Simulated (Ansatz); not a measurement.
Na: stiffness from a series of strains

```xyz
2
Lattice="3.7670 0.0000 0.0000 -1.8835 3.2623 0.0000 0.0000 0.0000 6.1540" Properties=species:S:1:pos:R:3 pbc="T T T"
Na    0.0000    2.1749    1.5385
Na    1.8835    1.0874    4.6155
```

Atoms are numbered in the order listed.

The structure is an experimental refinement, used without relaxation.

Method: DFT, PBE, all-electron LAPW, scalar-relativistic (Ansatz 0.2.0).

Sampling and basis: a Γ-centred 13×13×7 k mesh, Fermi–Dirac smearing of 0.05 eV, basis error target 0.25 meV/atom, no spin polarisation.

The strain is applied along the Cartesian axes of the cell as listed (the other components stay zero). Fractional coordinates are held (clamped ions).

σ is the change of stress from the unstrained cell, which is at -0.14 GPa; tension is positive, so slopes are stress–strain coefficients at that pressure. In a metal the k mesh adds noise.

Only quantities that a quadratic follows smoothly over the whole series are listed; rougher ones are left out.

| εzz | σzz (GPa) | σxx (GPa) |
| --- | --- | --- |
| -0.0300 | -0.40 | -0.16 |
| -0.0200 | -0.26 | -0.10 |
| -0.0100 | -0.13 | -0.05 |
| 0.0000 | 0.00 | 0.00 |
| 0.0100 | 0.13 | 0.04 |
| 0.0300 | 0.41 | 0.10 |

Question: Fit the series and read off the stiffness at zero strain.

Answer: Least-squares fits y = p0 + p1 x + p2 x² to the rows give σzz (GPa): p1 = 13.4, p2 = 6; σxx (GPa): p1 = 4.34, p2 = -32. So C33 = 13 GPa and C13 = 4 GPa, for these axes.

Question: One run, at εzz = 0.0200, is withheld. Predict its row.

Answer: The fits give 0.27, 0.07; the run gave 0.27, 0.07.
